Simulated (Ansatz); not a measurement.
# HfN/SiC/HfN: predicting the conductance of a thicker barrier

**Method.** Ansatz 0.2.0, plane waves with PAW datasets, PBE. Interfaces are relaxed in a short slab (with D3(BJ) where the barrier is layered), set between ideal electrode layers that go on as semi-infinite leads, and the zero-bias conductance G at 300 K comes from T(E) on a typed mesh. The error is the largest of the program's estimates from energy step, mesh, the leads' potential steps and neutrality; its separate bound for narrow resonances between the energies solved isn't counted and can be far larger. The lower electrode is HfN (rock salt 111), the upper HfN (rock salt 111) and the barrier SiC (zinc blende 111), on a net of side 3.203 Å; d is the distance between the electrodes' last planes.

What is known so far:

```tsv
planes in the barrier	d (Å)	G (S/m²)	error (%)	lead step (meV)
4	8.15	1.96e14	51	32
6	10.66	7.38e13	64	32
8	13.17	1.85e13	61	32
12	18.18	1.19e12	66	32
14	20.69	3.23e11	64	32
```

**Question.** A further run has 16 planes, d = 23.19 Å. Fit G ∝ exp(−βd) to the rows shown and predict its conductance.

A: Take y = ln G: 32.91, 31.93, 30.55, 27.80 and 26.50. The means are d = 14.17 Å and y = 29.94; Σ(Δd Δy) = −56.47 and Σ(Δd)² = 108.15, so the slope is −0.522 Å⁻¹ (β = 0.522 Å⁻¹). At d = 23.19 Å, y = 29.94 − 0.522 × 9.02 = 25.23, or G = 9.06e10 S/m².

Check: The run gave 8.07e10 S/m², with an error estimate of 62 % and a lead step of 32 meV. The prediction is 1.12 times that, too high by 12 %. That lies within the runs' own error estimates, carried through the fit.

**Limits.** The interfaces are ideal, one cell wide, strained to a common net and relaxed from one registry with their symmetry kept. PBE's gaps are too small, so true decay constants are likely larger where the Fermi level lies deep in a gap. No spin-orbit coupling, phonons, disorder or image charges enter. The rows shown are chosen by tests on error estimates (under 100 to 120 %), lead steps (under 150 meV, though the program warns over 25), intact interfaces and, for fits, a steady trend in the rows shown; the data set holds 414 series of this kind, and not all pass.

[Logs are printed without paths, hosts, clocks, repeated set-up lines and the standing remarks that a program may print on its own settings, such as how far it seeks lower states.]
